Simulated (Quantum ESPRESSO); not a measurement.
**MnO in Quantum ESPRESSO: the effect of functional**

MnO:

```
CELL_PARAMETERS angstrom
0.00000 2.22200 2.22200
2.22200 0.00000 2.22200
2.22200 2.22200 0.00000
ATOMIC_POSITIONS crystal
Mn 0.00000 0.00000 0.00000
O 0.50000 0.50000 0.50000
```

Alike in all runs:

- Program: Quantum ESPRESSO 7.5
- Task: phonon dispersion
- Cutoff: 1306 eV
- Density cutoff: 5225 eV
- k mesh: 4 × 4 × 4, shifted
- Occupations: fermi-dirac, width 0.05 eV
- Spin: collinear spin, ferromagnetic start
- Starting moments: [4.0, 0.0] μB

Each run relaxes the cell or the atoms first.

| functional | potentials or basis | relaxed volume (Å³/atom) | moment (μB) | highest phonon frequency (cm⁻¹) |
| --- | --- | --- | --- | --- |
| LDA | PseudoDojo 0.4.1 SR LDA standard | 9.11 | 3.75 | 460 |
| PBE | PseudoDojo 0.4.1 SR PBE standard | 11.12 | 4.88 | 415 |
| PBEsol | PseudoDojo 0.4.1 SR PBEsol standard | ? | ? | ? |

Problem. What does the run with functional PBEsol give?

Solution. Relaxed volume 10.32 Å³/atom; moment 4.63 μB; highest phonon frequency 397 cm⁻¹.

Caveats: all runs use coarse meshes; the mesh is thin for the phonons of a metal; a cell with one magnetic atom can't hold antiferromagnetic order, which such compounds often take; some modes are imaginary (some runs); the volume moved by over 15 % at a fixed basis, so the end points are rough (some runs).
